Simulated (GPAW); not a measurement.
Crystal: MgS (Niningerite).

```
S Mg
1.0
     0.00000    2.60165    2.60165
     2.60165    0.00000    2.60165
     2.60165    2.60165    0.00000
S Mg
1 1
Direct
  0.50000 0.50000 0.50000
  0.00000 0.00000 0.00000
```

Program: GPAW 26.7.0. Alike in all runs: potentials or basis GPAW PAW data sets (gpaw-data 1.2.1), pw; no spin polarisation; cell as given; smearing fermi-dirac 0.05 eV.

Q: Order these runs on this cell by their band gap on the k mesh, lowest first.
A. level TPSS; k mesh 7 × 7 × 7; cutoff (eV) 800; maxiter 150; eigensolver davidson; band path GXWKGLUWLK,UX; band points 80; mesh quality not flagged
B. level HSE06; k mesh 3 × 3 × 3; cutoff (eV) 600; maxiter 60; mesh quality coarse
C. level PBE0; k mesh 6 × 6 × 6; cutoff (eV) 600; maxiter 60; ranks 8; mesh quality not flagged

A: A (3.32 eV), C (4.53 eV), B (4.91 eV).

Caveats: some runs use coarse meshes; exact exchange converges slowly with the k mesh, and this mesh is small (some runs); an odd mesh through Γ misses points on the zone boundary, where band edges often lie (some runs); the mesh misses the band edges, which the band path finds closer together (some runs).

A k mesh can miss the band edges, odd and even meshes differently.

Runs at the PBE level aren't shown here.
